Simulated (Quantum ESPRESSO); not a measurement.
# CdSe (Pm-3m) in Quantum ESPRESSO: reference runs

How does CdSe come out in PBE? The cell is run as given and disturbed, then over a range of volumes.

Everything below comes from runs of Quantum ESPRESSO 7.5. Logs are shortened: lines on timing, memory, paths and dates and some standing lists are left out, and cuts for length are marked.

## 1. Starting point

It takes space group Pm-3m (No. 221, cubic). Conventional cell: a = 3.557 Å, b = 3.557 Å, c = 3.557 Å, α = 90.00°, β = 90.00°, γ = 90.00°. Cd (site symmetry m-3m) has 8 Se at 3.08 Å as nearest neighbours. Around Se (site symmetry m-3m) lie 8 Cd at 3.08 Å.

The cell was built by a generator and needn't be a form met in nature.

## 2. Single point, PBE

Input file pw.in:

```
&CONTROL
  calculation = 'scf'
  prefix = 'pwscf'
  outdir = './tmp'
  pseudo_dir = './pseudo'
  tprnfor = .true.
  tstress = .true.
  disk_io = 'low'
/
&SYSTEM
  ibrav = 0
  nat = 2
  ntyp = 2
  ecutwfc = 60
  ecutrho = 480
  nbnd = 15
  occupations = 'smearing'
  smearing = 'fd'
  degauss = 0.00367493
/
&ELECTRONS
  conv_thr = 4d-10
  electron_maxstep = 120
  mixing_beta = 0.5
/
ATOMIC_SPECIES
Cd   112.4140 Cd.pbe-dn-rrkjus_psl.0.3.1.UPF
Se    78.9710 Se_pbe_v1.uspp.F.UPF
CELL_PARAMETERS angstrom
   3.5568600000    0.0000000000    0.0000000000
   0.0000000000    3.5568600000    0.0000000000
   0.0000000000    0.0000000000    3.5568600000
ATOMIC_POSITIONS crystal
Cd     0.5000000000    0.5000000000    0.5000000000
Se     0.0000000000    0.0000000000    0.0000000000
K_POINTS automatic
8 8 8 0 0 0
```

Input file pp_density.in:

```
&INPUTPP
  prefix = 'pwscf'
  outdir = './tmp'
  filplot = 'density.dat'
  plot_num = 0
/
&PLOT
  nfile = 1
  filepp(1) = 'density.dat'
  iflag = 3
  output_format = 6
  fileout = 'density.cube'
/
```

Input file pp_potential.in:

```
&INPUTPP
  prefix = 'pwscf'
  outdir = './tmp'
  filplot = 'potential.dat'
  plot_num = 11
/
&PLOT
  nfile = 1
  filepp(1) = 'potential.dat'
  iflag = 3
  output_format = 6
  fileout = 'potential.cube'
/
```

Potentials or basis: SSSP 1.3 efficiency PBE.

On the command line:

```bash
$ OMP_NUM_THREADS=1 pw.x -in pw.in > pw.out
$ OMP_NUM_THREADS=1 pp.x -in pp_density.in > pp_density.out
$ OMP_NUM_THREADS=1 pp.x -in pp_potential.in > pp_potential.out
```

pw.out:

```text
This program is part of the open-source Quantum ESPRESSO suite
     for quantum simulation of materials; please cite
         "P. Giannozzi et al., J. Phys.:Condens. Matter 21 395502 (2009);
         "P. Giannozzi et al., J. Phys.:Condens. Matter 29 465901 (2017);
         "P. Giannozzi et al., J. Chem. Phys. 152 154105 (2020);
     in publications or presentations arising from this work. More details at

     file Cd.pbe-dn-rrkjus_psl.0.3.1.UPF: wavefunction(s)  4D renormalized
     Message from routine setup:
     using ibrav=0 with symmetry is DISCOURAGED, use correct ibrav instead

     G-vector sticks info
     --------------------
     sticks:   dense  smooth     PW     G-vecs:    dense   smooth      PW
     Sum        1741     869    261                54171    19093    3191

     Using Slab Decomposition

     bravais-lattice index     =            0
     lattice parameter (alat)  =       6.7215  a.u.
     unit-cell volume          =     303.6665 (a.u.)^3
     number of atoms/cell      =            2
     number of atomic types    =            2
     number of electrons       =        18.00
     number of Kohn-Sham states=           15
     kinetic-energy cutoff     =      60.0000  Ry
     charge density cutoff     =     480.0000  Ry
     scf convergence threshold =      4.0E-10
     mixing beta               =       0.5000
     number of iterations used =            8  plain     mixing
     Exchange-correlation= SLA  PW   PBE  PBE
                           (   1   4   3   4   0   0   0)

     celldm(1)=   6.721491  celldm(2)=   0.000000  celldm(3)=   0.000000
     celldm(4)=   0.000000  celldm(5)=   0.000000  celldm(6)=   0.000000

     crystal axes: (cart. coord. in units of alat)
               a(1) = (   1.000000   0.000000   0.000000 )
               a(2) = (   0.000000   1.000000   0.000000 )
               a(3) = (   0.000000   0.000000   1.000000 )

     reciprocal axes: (cart. coord. in units 2 pi/alat)
               b(1) = (  1.000000  0.000000  0.000000 )
               b(2) = (  0.000000  1.000000  0.000000 )
               b(3) = (  0.000000  0.000000  1.000000 )

     PseudoPot. # 1 for Cd read from file:
     Cd.pbe-dn-rrkjus_psl.0.3.1.UPF
     Pseudo is Ultrasoft + core correction, Zval = 12.0
     Generated using "atomic" code by A. Dal Corso  v.5.0.99 svn rev. 10869
     Using radial grid of 1239 points,  6 beta functions with:
                l(1) =   0
                l(2) =   0
                l(3) =   1
                l(4) =   1
                l(5) =   2
                l(6) =   2
     Q(r) pseudized with 0 coefficients

     PseudoPot. # 2 for Se read from file:
     Se_pbe_v1.uspp.F.UPF
     Pseudo is Ultrasoft + core correction, Zval =  6.0
     Generated by new atomic code, or converted to UPF format
     Using radial grid of  877 points,  6 beta functions with:
                l(1) =   0
                l(2) =   0
                l(3) =   1
                l(4) =   1
                l(5) =   2
                l(6) =   2
     Q(r) pseudized with  8 coefficients,  rinner =    1.300   1.300   1.300
                                                       1.300   1.300

     atomic species   valence    mass     pseudopotential
     Cd               12.00   112.41400     Cd( 1.00)
     Se                6.00    78.97100     Se( 1.00)

     48 Sym. Ops., with inversion, found

   Cartesian axes

     site n.     atom                  positions (alat units)
         1        Cd     tau(   1) = (   0.5000000   0.5000000   0.5000000  )
         2        Se     tau(   2) = (   0.0000000   0.0000000   0.0000000  )

     number of k points=    35  Fermi-Dirac smearing, width (Ry)=  0.0037
                       cart. coord. in units 2pi/alat
        k(    1) = (   0.0000000   0.0000000   0.0000000), wk =   0.0039062
        k(    2) = (   0.0000000   0.0000000   0.1250000), wk =   0.0234375
        k(    3) = (   0.0000000   0.0000000   0.2500000), wk =   0.0234375
        k(    4) = (   0.0000000   0.0000000   0.3750000), wk =   0.0234375
        k(    5) = (   0.0000000   0.0000000  -0.5000000), wk =   0.0117188
        k(    6) = (   0.0000000   0.1250000   0.1250000), wk =   0.0468750
[... 27 lines left out ...]
        k(   34) = (   0.3750000  -0.5000000  -0.5000000), wk =   0.0234375
        k(   35) = (  -0.5000000  -0.5000000  -0.5000000), wk =   0.0039062

     Dense  grid:    54171 G-vectors     FFT dimensions: (  48,  48,  48)

     Smooth grid:    19093 G-vectors     FFT dimensions: (  36,  36,  36)

     Initial potential from superposition of free atoms

     starting charge      17.9950, renormalised to      18.0000
     Starting wfcs are   13 randomized atomic wfcs +    2 random wfcs

     Self-consistent Calculation

     iteration #  1     ecut=    60.00 Ry     beta= 0.50
     Davidson diagonalization with overlap
     ethr =  1.00E-02,  avg # of iterations =  4.8

     Threshold (ethr) on eigenvalues was too large:
     Diagonalizing with lowered threshold

     Davidson diagonalization with overlap
     ethr =  2.22E-04,  avg # of iterations =  2.9

     total energy              =    -165.84448913 Ry
     estimated scf accuracy    <       0.04075224 Ry
[... 92 lines left out ...]
     iteration # 15     ecut=    60.00 Ry     beta= 0.50
     Davidson diagonalization with overlap
     ethr =  2.59E-11,  avg # of iterations =  4.6

     End of self-consistent calculation

          k = 0.0000 0.0000 0.0000 (  2373 PWs)   bands (ev):

    -5.0802  -0.1148  -0.1148   0.3091   0.3091   0.3091   6.9039   7.3447
     7.3447   7.3447  14.6702  14.6702  19.0729  19.0729  19.0729
[... 63 lines left out ...]
    -3.8761   0.0361   0.1715   0.2040   0.4031   0.4135   3.7275   4.6368
     7.8615   8.6741  14.6699  15.5955  17.2781  17.5248  19.6494

          k = 0.0000-0.5000-0.5000 (  2408 PWs)   bands (ev):

    -3.8139   0.0503   0.1836   0.1836   0.4674   0.5147   4.1546   4.1546
     7.0641   8.6926  15.6196  15.6196  16.6469  18.4971  19.3190

          k = 0.1250 0.1250 0.1250 (  2388 PWs)   bands (ev):
[... 41 lines left out ...]
    -3.7897   0.0811   0.0913   0.1411   0.3992   0.4101   3.9443   4.8236
     8.0278   8.1418  13.9708  14.2433  17.2419  17.7474  20.7286

          k = 0.1250-0.5000-0.5000 (  2388 PWs)   bands (ev):

    -3.7206   0.1114   0.1114   0.1114   0.4342   0.4686   4.3973   4.3973
     7.2288   8.2114  14.3544  14.3544  16.7464  17.6122  20.7642

          k = 0.2500 0.2500 0.2500 (  2383 PWs)   bands (ev):
[... 21 lines left out ...]
    -3.5610  -0.0773  -0.0103   0.2461   0.2823   0.4211   4.5391   5.3177
     7.1758   8.5045  11.8709  12.7729  15.1905  19.7732  21.9367

          k = 0.2500-0.5000-0.5000 (  2392 PWs)   bands (ev):

    -3.4701  -0.0446  -0.0446   0.2066   0.2607   0.4716   5.0439   5.0439
     7.3038   7.7456  12.3962  12.3962  14.1988  19.9627  23.0644

          k = 0.3750 0.3750 0.3750 (  2380 PWs)   bands (ev):
[... 6 lines left out ...]
    -3.2943  -0.1807  -0.1338   0.0658   0.3827   0.4398   5.3563   5.8308
     6.5649   8.9738  10.4731  11.3552  13.1409  22.5669  22.7516

          k = 0.3750-0.5000-0.5000 (  2380 PWs)   bands (ev):

    -3.1680  -0.1811  -0.1811  -0.0849   0.4123   0.4745   5.8756   5.8756
     6.6045   8.6694  10.7354  10.7354  11.9168  22.9635  24.7117

          k =-0.5000-0.5000-0.5000 (  2320 PWs)   bands (ev):

    -3.0193  -0.2332  -0.2332  -0.2332   0.4758   0.4758   6.3553   6.3553
     6.3553   9.9778   9.9778   9.9778  10.1358  25.2915  25.2915

     the Fermi energy is     8.4968 ev

!    total energy              =    -165.85346248 Ry
     estimated scf accuracy    <          1.5E-10 Ry
     smearing contrib. (-TS)   =      -0.00102457 Ry
     internal energy E=F+TS    =    -165.85243791 Ry

     The total energy is F=E-TS. E is the sum of the following terms:
     one-electron contribution =     -31.86347945 Ry
     hartree contribution      =      31.74144605 Ry
     xc contribution           =     -72.56769679 Ry
     ewald contribution        =     -93.16270771 Ry

     convergence has been achieved in  15 iterations

     Forces acting on atoms (cartesian axes, Ry/au):

     atom    1 type  1   force =     0.00000000    0.00000000    0.00000000
     atom    2 type  2   force =     0.00000000    0.00000000    0.00000000

     Total force =     0.000000     Total SCF correction =     0.000000

     Computing stress (Cartesian axis) and pressure

          total   stress  (Ry/bohr**3)                   (kbar)     P=        0.20
   0.00000136   0.00000000   0.00000000            0.20        0.00        0.00
   0.00000000   0.00000136   0.00000000            0.00        0.20        0.00
   0.00000000   0.00000000   0.00000136            0.00        0.00        0.20

=------------------------------------------------------------------------------=
   JOB DONE.
=------------------------------------------------------------------------------=
```

pp_potential.out:

```text
This program is part of the open-source Quantum ESPRESSO suite
     for quantum simulation of materials; please cite
         "P. Giannozzi et al., J. Phys.:Condens. Matter 21 395502 (2009);
         "P. Giannozzi et al., J. Phys.:Condens. Matter 29 465901 (2017);
         "P. Giannozzi et al., J. Chem. Phys. 152 154105 (2020);
     in publications or presentations arising from this work. More details at

     file Cd.pbe-dn-rrkjus_psl.0.3.1.UPF: wavefunction(s)  4D renormalized

     IMPORTANT: XC functional enforced from input :
     Exchange-correlation= PBE
                           (   1   4   3   4   0   0   0)
     Any further DFT definition will be discarded
     Please, verify this is what you really want

     G-vector sticks info
     --------------------
     sticks:   dense  smooth     PW     G-vecs:    dense   smooth      PW
     Sum        1741     869    261                54171    19093    3191

     Using Slab Decomposition

     Calling punch_plot, plot_num =  11
     Writing data to file  potential.dat
     Reading data from file  potential.dat

     Writing data to be plotted to file potential.cube
     Plot Type: 3D                     Output format: Gaussian cube

=------------------------------------------------------------------------------=
   JOB DONE.
=------------------------------------------------------------------------------=
```

Run time: 40 s. Hardware: 1 thread of Arm Neoverse V2, shared host; peak memory 0.23 GiB.

Results:

* Free energy: -2256.5513 eV
* Pressure: 0.0 GPa
* Band gap on the k mesh: none (metal or under the smearing width)

Levels at points of the mesh, in eV from the Fermi level:
```tsv
k point	band 7	band 8	band 9	band 10	band 11	band 12
(0.00, 0.00, 0.00)	-1.59	-1.15	-1.15	-1.15	6.17	6.17
(0.00, 0.00, -0.50)	-5.90	0.08	0.08	2.72	3.92	6.60
(0.00, -0.50, -0.50)	-4.34	-4.34	-1.43	0.20	7.12	7.12
(-0.50, -0.50, -0.50)	-2.14	-2.14	-2.14	1.48	1.48	1.48
```

[end of part 1 of 2]
